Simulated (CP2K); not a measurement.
# Al2Cu (P4/mmm) in CP2K: notebook

Aim: see how the results for Al2Cu move with the level of theory and the settings. Levels: PBEsol, LDA. Tasks: band structure.

Everything below comes from runs of CP2K 2026.2. Logs are shortened: lines on timing, memory, paths and dates and some standing lists are left out, and cuts for length are marked.

## (1) The structure

Symmetry: P4/mmm, No. 123, tetragonal system. Conventional cell: a = 4.105 Å, b = 4.105 Å, c = 2.891 Å, α = 90.00°, β = 90.00°, γ = 90.00°. Cu (site symmetry 4/mmm) is surrounded by 8 Al at 2.51 Å. Al (site symmetry mmm) has 4 Cu at 2.51 Å as nearest neighbours.

The cell comes from a database or a generator and needn't be the stable form of this composition.

## (2) Band structure, PBEsol

Input file al2cu_bands.inp:

```
&GLOBAL
  PROJECT al2cu_bands
  RUN_TYPE ENERGY_FORCE
  PRINT_LEVEL LOW
&END GLOBAL
&FORCE_EVAL
  METHOD QS
  STRESS_TENSOR ANALYTICAL
  &DFT
    BASIS_SET_FILE_NAME BASIS_MOLOPT_UZH
    POTENTIAL_FILE_NAME POTENTIAL_UZH
    &MGRID
      CUTOFF 450
      REL_CUTOFF 60
      NGRIDS 4
    &END MGRID
    &QS
      METHOD GPW
      EPS_DEFAULT 1.0E-9
    &END QS
    &KPOINTS
      SCHEME MONKHORST-PACK 7 7 9
      GAMMA_CENTERED T
      SYMMETRY T
      SYMMETRY_BACKEND SPGLIB
    &END KPOINTS
    &SCF
      SCF_GUESS ATOMIC
      EPS_SCF 1.0E-6
      MAX_SCF 100
      ADDED_MOS 15
      CHOLESKY OFF
      EPS_EIGVAL 1.0E-7
      &DIAGONALIZATION ON
        ALGORITHM STANDARD
      &END DIAGONALIZATION
      &MIXING ON
        METHOD BROYDEN_MIXING
        ALPHA 0.4
        BETA 1.5
        NBUFFER 8
      &END MIXING
      &SMEAR ON
        METHOD FERMI_DIRAC
        ELECTRONIC_TEMPERATURE [K] 580.226
      &END SMEAR
    &END SCF
    &XC
      &XC_FUNCTIONAL
        &GGA_X_PBE_SOL
        &END GGA_X_PBE_SOL
        &GGA_C_PBE_SOL
        &END GGA_C_PBE_SOL
      &END XC_FUNCTIONAL
    &END XC
    &PRINT
      &KPOINTS ON
      &END KPOINTS
      &MULLIKEN ON
      &END MULLIKEN
      &MO ON
        ENERGIES T
        OCCUPATION_NUMBERS T
        &EACH
          QS_SCF 0
        &END EACH
        ADD_LAST NUMERIC
      &END MO
      &BAND_STRUCTURE
        FILE_NAME bands.bs
        ADDED_MOS 2
        &KPOINT_SET
          UNITS B_VECTOR
          NPOINTS 8
          SPECIAL_POINT GAMMA 0.00000000 0.00000000 0.00000000
          SPECIAL_POINT X 0.00000000 0.50000000 0.00000000
          SPECIAL_POINT M 0.50000000 0.50000000 0.00000000
          SPECIAL_POINT GAMMA 0.00000000 0.00000000 0.00000000
          SPECIAL_POINT Z 0.00000000 0.00000000 0.50000000
          SPECIAL_POINT R 0.00000000 0.50000000 0.50000000
          SPECIAL_POINT A 0.50000000 0.50000000 0.50000000
          SPECIAL_POINT Z 0.00000000 0.00000000 0.50000000
        &END KPOINT_SET
        &KPOINT_SET
          UNITS B_VECTOR
          NPOINTS 8
          SPECIAL_POINT X 0.00000000 0.50000000 0.00000000
          SPECIAL_POINT R 0.00000000 0.50000000 0.50000000
        &END KPOINT_SET
        &KPOINT_SET
          UNITS B_VECTOR
          NPOINTS 8
          SPECIAL_POINT M 0.50000000 0.50000000 0.00000000
          SPECIAL_POINT A 0.50000000 0.50000000 0.50000000
        &END KPOINT_SET
      &END BAND_STRUCTURE
    &END PRINT
  &END DFT
  &SUBSYS
    &CELL
      A 4.1051820000 0.0000000000 0.0000000000
      B 0.0000000000 4.1051820000 0.0000000000
      C 0.0000000000 0.0000000000 2.8913130000
      PERIODIC XYZ
    &END CELL
    &COORD
      SCALED
      Cu  0.0000000000 0.0000000000 0.0000000000
      Al  0.0000000000 0.5000000000 0.5000000000
      Al  0.5000000000 0.0000000000 0.5000000000
    &END COORD
    &KIND Cu
      BASIS_SET TZVP-MOLOPT-PBE-GTH-q11
      POTENTIAL GTH-PBE-q11
    &END KIND
    &KIND Al
      BASIS_SET TZVP-MOLOPT-PBE-GTH-q3
      POTENTIAL GTH-PBE-q3
    &END KIND
    &PRINT
      &ATOMIC_COORDINATES ON
      &END ATOMIC_COORDINATES
      &CELL ON
      &END CELL
      &SYMMETRY ON
      &END SYMMETRY
    &END PRINT
  &END SUBSYS
  &PRINT
    &FORCES ON
    &END FORCES
    &STRESS_TENSOR ON
    &END STRESS_TENSOR
  &END PRINT
&END FORCE_EVAL
```

Potentials or basis: POTENTIAL_UZH Cu GTH-PBE-q11, Al GTH-PBE-q3; TZVP-MOLOPT-PBE-GTH basis.

Run with:

```console
OMP_NUM_THREADS=1 cp2k.psmp -i al2cu_bands.inp -o al2cu_bands.out
```

al2cu_bands.out:

```text

 CP2K| version string:                                       CP2K version 2026.2
 CP2K| Input file name                                           al2cu_bands.inp

 GLOBAL| Force Environment number                                              1
 GLOBAL| Basis set file name                                    BASIS_MOLOPT_UZH
 GLOBAL| Potential file name                                       POTENTIAL_UZH
 GLOBAL| MM Potential file name                                     MM_POTENTIAL
 GLOBAL| Coordinate file name                                      __STD_INPUT__
 GLOBAL| Method name                                                        CP2K
 GLOBAL| Project name                                                al2cu_bands
 GLOBAL| Run type                                                   ENERGY_FORCE
 GLOBAL| FFT library                                                       FFTW3
[... 8 lines left out ...]
 GLOBAL| CPU model name                                                  UNKNOWN

 CELL| Volume [angstrom^3]:                                            48.725908
 CELL| Vector a [angstrom]:       4.105     0.000     0.000   |a| =     4.105182
 CELL| Vector b [angstrom]:       0.000     4.105     0.000   |b| =     4.105182
 CELL| Vector c [angstrom]:       0.000     0.000     2.891   |c| =     2.891313
 CELL| Angle (b,c), alpha [degree]:                                    90.000000
 CELL| Angle (a,c), beta  [degree]:                                    90.000000
 CELL| Angle (a,b), gamma [degree]:                                    90.000000
 CELL| Numerically orthorhombic:                                             YES
 CELL| Periodicity                                                           XYZ

 CELL_REF| Volume [angstrom^3]:                                        48.725908
 CELL_REF| Vector a [angstrom     4.105     0.000     0.000   |a| =     4.105182
 CELL_REF| Vector b [angstrom     0.000     4.105     0.000   |b| =     4.105182
 CELL_REF| Vector c [angstrom     0.000     0.000     2.891   |c| =     2.891313
 CELL_REF| Angle (b,c), alpha [degree]:                                90.000000
 CELL_REF| Angle (a,c), beta  [degree]:                                90.000000
 CELL_REF| Angle (a,b), gamma [degree]:                                90.000000
 CELL_REF| Numerically orthorhombic:                                         YES
 CELL_REF| Periodicity                                                       XYZ

[... 9 lines left out ...]

  Total number of            - Atomic kinds:                                   2
                             - Atoms:                                          3
                             - Shell sets:                                     3
                             - Shells:                                        24
                             - Primitive Cartesian functions:                 14
                             - Cartesian basis functions:                     76
                             - Spherical basis functions:                     68

  Maximum angular momentum of- Orbital basis functions:                        3
                             - Local part of the GTH pseudopotential:          0
                             - Non-local part of the GTH pseudopotential:      4

 MODULE QUICKSTEP: ATOMIC COORDINATES IN ANGSTROM

   Atom Kind Element         X             Y             Z       Z(eff)     Mass
      1    1 Cu   29      0.000000      0.000000      0.000000  11.0000  63.5460
      2    2 Al   13      0.000000      2.052591      1.445656   3.0000  26.9815
      3    2 Al   13      2.052591      0.000000      1.445656   3.0000  26.9815

 Crystal Symmetry Information
       International Symbol:                                              P4/mmm
       Point Group Symbol:                                                 4/mmm
       Schoenflies Symbol:                                                 D4h^1
       Number of Symmetry Operations:                                         16

 SCF PARAMETERS         Density guess:                                    ATOMIC
                        --------------------------------------------------------
                        max_scf:                                             100
                        max_scf_history:                                       0
                        max_diis:                                              4
[... 5 lines left out ...]
                        --------------------------------------------------------
                        level_shift [a.u.]:                             0.000000
                        added MOs                                        15    0
                        --------------------------------------------------------
                        Mixing method:                            BROYDEN_MIXING
[... 64 lines left out ...]

 Extrapolation method: initial_guess

[... 24 lines left out ...]
    14 Broy./Diag. 0.40E+00    6.7     0.00000114       -51.8234570779 -3.67E-06
    15 Broy./Diag. 0.40E+00    6.7     0.00000111       -51.8234595987 -2.52E-06
    16 Broy./Diag. 0.40E+00    6.7     0.00000019       -51.8234595369  6.18E-08

  *** SCF run converged in    16 steps ***

  Electronic density on regular grids:        -16.9999999929        0.0000000071
  Core density on regular grids:               16.9999999722       -0.0000000278
  Total charge density on r-space grids:       -0.0000000206
  Total charge density g-space grids:          -0.0000000206

  Overlap energy of the core charge distribution:               0.00000000044631
  Self energy of the core charge distribution:                -75.95180131072826
  Core Hamiltonian energy:                                     24.31930682053036
  Hartree energy:                                               8.96412794617816
  Exchange-correlation energy:                                 -9.15463108596870
  Electronic entropic energy:                                  -0.00046190729302
  Fermi energy:                                                 0.22903258653776

  Total energy:                                               -51.82345953691831
  Total energy (extrapolated to T->0):                        -51.82322858327179

 MO| EIGENVALUES AND OCCUPATION NUMBERS FOR K POINT 1
 MO|
 MO|  Index      Eigenvalue [a.u.]        Eigenvalue [eV]             Occupation
 MO|      1               0.020930               0.569530               2.000000
 MO|      2               0.024406               0.664121               2.000000
 MO|      3               0.069748               1.897941               2.000000
 MO|      4               0.072169               1.963817               2.000000
 MO|      5               0.075504               2.054564               2.000000
 MO|      6               0.084028               2.286522               2.000000
[... 409 lines left out ...]
 MO|     23               0.921530              25.076102               0.000000
 MO|     24               0.950934              25.876240               0.000000
 MO| Sum:                                                              16.378884
 MO| E(Fermi):            0.229033 a.u.          6.232294 eV

 [... the levels of further k-points ...]

 !-----------------------------------------------------------------------------!
                     Mulliken Population Analysis

 #  Atom  Element  Kind  Atomic population                           Net charge
       1     Cu       1         11.842806                             -0.842806
       2     Al       2          2.578578                              0.421422
       3     Al       2          2.578616                              0.421384
 # Total charge                             17.000000                 -0.000000

 !-----------------------------------------------------------------------------!

 KPOINTS| Band Structure Calculation
 KPOINTS| Number of k-point sets                                               3
 KPOINTS| Number of added MOs/bands                                            2
 KPOINTS| Number of k-points in set    1                                      57
 KPOINTS| In units of b-vector [2pi/Bohr]
 KPOINTS| Special point     1       GAMMA     0.000000     0.000000     0.000000
 KPOINTS| Special point     2           X     0.000000     0.500000     0.000000
 KPOINTS| Special point     3           M     0.500000     0.500000     0.000000
 KPOINTS| Special point     4       GAMMA     0.000000     0.000000     0.000000
 KPOINTS| Special point     5           Z     0.000000     0.000000     0.500000
 KPOINTS| Special point     6           R     0.000000     0.500000     0.500000
 KPOINTS| Special point     7           A     0.500000     0.500000     0.500000
 KPOINTS| Special point     8           Z     0.000000     0.000000     0.500000
 KPOINTS| Number of k-points in set    2                                       9
 KPOINTS| In units of b-vector [2pi/Bohr]
 KPOINTS| Special point     1           X     0.000000     0.500000     0.000000
 KPOINTS| Special point     2           R     0.000000     0.500000     0.500000
 KPOINTS| Number of k-points in set    3                                       9
 KPOINTS| In units of b-vector [2pi/Bohr]
 KPOINTS| Special point     1           M     0.500000     0.500000     0.000000
 KPOINTS| Special point     2           A     0.500000     0.500000     0.500000

 ENERGY| Total FORCE_EVAL ( QS ) energy [hartree]            -51.823459359067193

 FORCES| Atomic forces [hartree/bohr]
 FORCES|   Atom     x               y               z               |f|
 FORCES|      1  3.41477583E-08  3.41449453E-08  4.05942628E-08   6.30859799E-08
 FORCES|      2  8.58776131E-11 -2.39227421E-10 -1.09440278E-10   2.76734345E-10
 FORCES|      3 -2.40631504E-10  8.60678306E-11 -1.19830723E-10   2.82259799E-10
 FORCES| Sum     3.39930044E-08  3.39917857E-08  4.03649918E-08
 FORCES| Total atomic force                                       6.27717963E-08

 STRESS| Analytical stress tensor [bar]
 STRESS|                        x                   y                   z
 STRESS|      x       -5.01226769077E+03   1.37853762385E-02   1.50832119213E-02
 STRESS|      y        1.37853762385E-02  -5.01052753391E+03   1.50807367882E-02
 STRESS|      z        1.50832119213E-02   1.50807367882E-02  -1.64218819882E+04
 STRESS| 1/3 Trace                                            -8.81489240431E+03
 STRESS| Determinant                                          -4.12420873011E+11

 STRESS| Eigenvectors and eigenvalues of the analytical stress tensor [bar]
 STRESS|                        1                   2                   3
 STRESS| Eigenvalues  -1.64218819883E+04  -5.01226779995E+03  -5.01052742469E+03
 STRESS|      x          -0.000001321972      0.999968627038      0.007921170279
 STRESS|      y          -0.000001321554     -0.007921170281      0.999968627038
 STRESS|      z           0.999999999998      0.000001311463      0.000001331984
```

Run time: 2.1 min. Hardware: 1 thread of Arm Neoverse N1, shared host; peak memory 0.35 GiB.

What came out:

| Property | Result |
| --- | --- |
| Free energy | -1410.1880 eV |
| Pressure | -0.9 GPa |
| Band gap on the k mesh | none (metal or under the smearing width) |
| Mulliken charges | Cu -0.84; Al +0.42 e |

Levels at the corners of the path, in eV from the Fermi level:
| point | band 5 | band 6 | band 7 | band 8 | band 9 | band 10 | band 11 | band 12 | band 13 | band 14 |
| --- | --- | --- | --- | --- | --- | --- | --- | --- | --- | --- |
| Γ | -4.03 | -4.03 | -2.43 | -2.43 | -0.03 | 0.86 | 5.91 | 6.16 | 6.16 | 7.66 |
| X | -4.30 | -4.06 | -4.02 | -1.13 | 1.60 | 1.72 | 1.94 | 7.27 | 9.10 | 9.27 |
| M | -4.33 | -4.21 | -4.05 | -4.05 | -2.41 | 9.07 | 9.07 | 9.16 | 9.97 | 10.10 |
| Γ | -4.03 | -4.03 | -2.43 | -2.43 | -0.03 | 0.86 | 5.91 | 6.16 | 6.16 | 7.66 |
| Z | -4.75 | -4.06 | -3.00 | 2.61 | 2.61 | 2.62 | 2.67 | 2.67 | 3.22 | 3.53 |
| R | -4.14 | -4.11 | -3.12 | -2.50 | -1.68 | 3.68 | 3.90 | 4.47 | 4.86 | 6.00 |
| A | -3.92 | -3.58 | -2.31 | -2.31 | -1.00 | -0.91 | -0.04 | -0.04 | 2.61 | 11.47 |
| Z | -4.75 | -4.06 | -3.00 | 2.61 | 2.61 | 2.62 | 2.67 | 2.67 | 3.22 | 3.53 |
| X | -4.30 | -4.06 | -4.02 | -1.13 | 1.60 | 1.72 | 1.94 | 7.27 | 9.10 | 9.27 |
| R | -4.14 | -4.11 | -3.12 | -2.50 | -1.68 | 3.68 | 3.90 | 4.47 | 4.86 | 6.00 |
| M | -4.33 | -4.21 | -4.05 | -4.05 | -2.41 | 9.07 | 9.07 | 9.16 | 9.97 | 10.10 |
| A | -3.92 | -3.58 | -2.31 | -2.31 | -1.00 | -0.91 | -0.04 | -0.04 | 2.61 | 11.47 |

Caveat: Mulliken charges move with the basis; the potentials were made for another functional, which shifts forces and pressure; the basis of atomic orbitals isn't converged, which shifts pressures, moduli and gaps.

## (3) Band structure, LDA

Changes to al2cu_bands.inp since step 2:

```diff
@@ -10,3 +10,3 @@
     BASIS_SET_FILE_NAME BASIS_MOLOPT_UZH
-    POTENTIAL_FILE_NAME POTENTIAL_UZH
+    POTENTIAL_FILE_NAME GTH_POTENTIALS
     &MGRID
@@ -14,3 +14,3 @@
       REL_CUTOFF 60
-      NGRIDS 4
+      NGRIDS 5
     &END MGRID
@@ -18,3 +18,3 @@
       METHOD GPW
-      EPS_DEFAULT 1.0E-9
+      EPS_DEFAULT 1.0E-10
     &END QS
@@ -49,6 +49,6 @@
       &XC_FUNCTIONAL
-        &GGA_X_PBE_SOL
-        &END GGA_X_PBE_SOL
-        &GGA_C_PBE_SOL
-        &END GGA_C_PBE_SOL
+        &LDA_X
+        &END LDA_X
+        &LDA_C_PW
+        &END LDA_C_PW
       &END XC_FUNCTIONAL
@@ -70,3 +70,3 @@
         FILE_NAME bands.bs
-        ADDED_MOS 2
+        ADDED_MOS 4
         &KPOINT_SET
@@ -100,5 +100,4 @@
     &CELL
-      A 4.1051820000 0.0000000000 0.0000000000
-      B 0.0000000000 4.1051820000 0.0000000000
-      C 0.0000000000 0.0000000000 2.8913130000
+      ABC 4.1051820000 4.1051820000 2.8913130000
+      ALPHA_BETA_GAMMA 90.0000000000 90.0000000000 90.0000000000
       PERIODIC XYZ
@@ -113,3 +112,3 @@
       BASIS_SET TZVP-MOLOPT-PBE-GTH-q11
-      POTENTIAL GTH-PBE-q11
+      POTENTIAL GTH-PADE-q11
     &END KIND
@@ -117,3 +116,3 @@
       BASIS_SET TZVP-MOLOPT-PBE-GTH-q3
-      POTENTIAL GTH-PBE-q3
+      POTENTIAL GTH-PADE-q3
     &END KIND
```

Potentials or basis: GTH_POTENTIALS Cu GTH-PADE-q11, Al GTH-PADE-q3; TZVP-MOLOPT-PBE-GTH basis.

Run with:

```console
OMP_NUM_THREADS=1 cp2k.psmp -i al2cu_bands.inp -o al2cu_bands.out
```

It took 2.4 min on 1 thread of Arm Neoverse N1, shared host; peak memory 0.37 GiB.

The run converged. Its results:

```yaml
Free_energy: -1422.8433 eV
Pressure: -4.9 GPa
Band_gap_on_the_k_mesh: none (metal or under the smearing width)
Mulliken_charges: Cu -0.82; Al +0.41 e
```

Stress tensor (GPa, compression positive):
```
-4.50  0.00  0.00
 0.00 -4.50  0.00
 0.00  0.00 -5.67
```

Levels at the corners of the path, in eV from the Fermi level:
| point | band 7 | band 8 | band 9 | band 10 | band 11 | band 12 |
| --- | --- | --- | --- | --- | --- | --- |
| Γ | -2.40 | -2.40 | -0.16 | 0.97 | 5.88 | 6.12 |
| X | -4.19 | -1.09 | 1.60 | 1.77 | 1.89 | 7.27 |
| M | -4.22 | -4.22 | -2.47 | 9.18 | 9.18 | 9.30 |
| Γ | -2.40 | -2.40 | -0.16 | 0.97 | 5.88 | 6.12 |
| Z | -3.14 | 2.53 | 2.53 | 2.54 | 2.85 | 2.85 |
| R | -3.06 | -2.58 | -1.76 | 3.65 | 4.06 | 4.42 |
| A | -2.28 | -2.28 | -0.93 | -0.91 | -0.16 | -0.16 |
| Z | -3.14 | 2.53 | 2.53 | 2.54 | 2.85 | 2.85 |
| X | -4.19 | -1.09 | 1.60 | 1.77 | 1.89 | 7.27 |
| R | -3.06 | -2.58 | -1.76 | 3.65 | 4.06 | 4.42 |
| M | -4.22 | -4.22 | -2.47 | 9.18 | 9.18 | 9.30 |
| A | -2.28 | -2.28 | -0.93 | -0.91 | -0.16 | -0.16 |

Caveat: Mulliken charges move with the basis; the basis of atomic orbitals isn't converged, which shifts pressures, moduli and gaps.

## (4) The reference run

An earlier run on the cell as given: functional PBEsol; potentials or basis POTENTIAL_UZH Cu GTH-PBE-q11, Al GTH-PBE-q3; TZVP-MOLOPT-PBE-GTH basis; density cutoff 6123 eV; k mesh 7 × 7 × 9; occupations fermi-dirac, width 0.05 eV; no spin polarisation.

* Pressure: -0.9 GPa
* Band gap on the k mesh: none (metal or under the smearing width)
* Mulliken charges: Cu -0.84; Al +0.42 e
* Hirshfeld charges: Cu -0.14; Al +0.07 e

## (5) Summary

```tsv
task	level	potentials or basis	EPS_DEFAULT	NGRIDS	points a segment of the path (NPOINTS)	bands added on the path	gap on the mesh (eV)	pressure (GPa)
band structure	PBEsol	POTENTIAL_UZH Cu GTH-PBE-q11, Al GTH-PBE-q3; TZVP-MOLOPT-PBE-GTH basis	1.0E-9	4	8	2	none	-0.9
band structure	LDA	GTH_POTENTIALS Cu GTH-PADE-q11, Al GTH-PADE-q3; TZVP-MOLOPT-PBE-GTH basis	1.0E-10	5	8	4	none	-4.9
single point	PBEsol	POTENTIAL_UZH Cu GTH-PBE-q11, Al GTH-PBE-q3; TZVP-MOLOPT-PBE-GTH basis	1.0E-10	5	-	-	none	-0.9
```

Alike in all rows: no spin polarisation; cell as given; k mesh 7 × 7 × 9; smearing fermi-dirac 0.05 eV.

Caveats: the basis of atomic orbitals isn't converged, which shifts pressures, moduli and gaps; the potentials were made for another functional, which shifts forces and pressure (some runs).

Total energies depend on the potentials used, so only differences within one code and one set of settings carry meaning.
